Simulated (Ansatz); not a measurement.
Crystal: Mo.

```xyz
1
Lattice="-1.5838 1.5838 1.5838 1.5838 -1.5838 1.5838 1.5838 1.5838 -1.5838" Properties=species:S:1:pos:R:3 pbc="T T T"
Mo    0.0000    0.0000    0.0000
```

```yaml
Program: Ansatz 0.2.0
Task: relaxation of cell and atoms
Functional: PBE
Dispersion: D4
Potentials_or_basis: Ansatz PAW
Cutoff: "420 eV (not typed: the program's choice for these potentials)"
k_mesh: 12 × 12 × 12
Occupations: fermi-dirac, width 0.05 eV
Spin: no spin polarisation
```

At the start: volume 15.89 Å³/atom.

Task: How do energy, volume and symmetry change on relaxing?

Result: It ends after 4 steps and the volume is 15.43 Å³/atom (-2.9 %); space group Im-3m (No. 229, to 0.05 Å).

The path:
```tsv
step	energy change (eV)	largest force (eV/Å)	volume (Å³)
1	0.0000	0.0000	15.89
2	-0.0111	0.0000	15.48
3	-0.0113	0.0000	15.43
4	-0.0111	0.0000	15.43
```

Final structure:
```yaml
crystal:
  lattice:
    - [-1.56847, 1.56847, 1.56847]
    - [1.56847, -1.56847, 1.56847]
    - [1.56847, 1.56847, -1.56847]
  atoms:
    - { symbol: Mo, position: [0.00000, 0.00000, 0.00000] }
```

Caveat: the plane-wave basis is chosen anew once the cell has moved, so the energies of steps on either side of that aren't comparable.
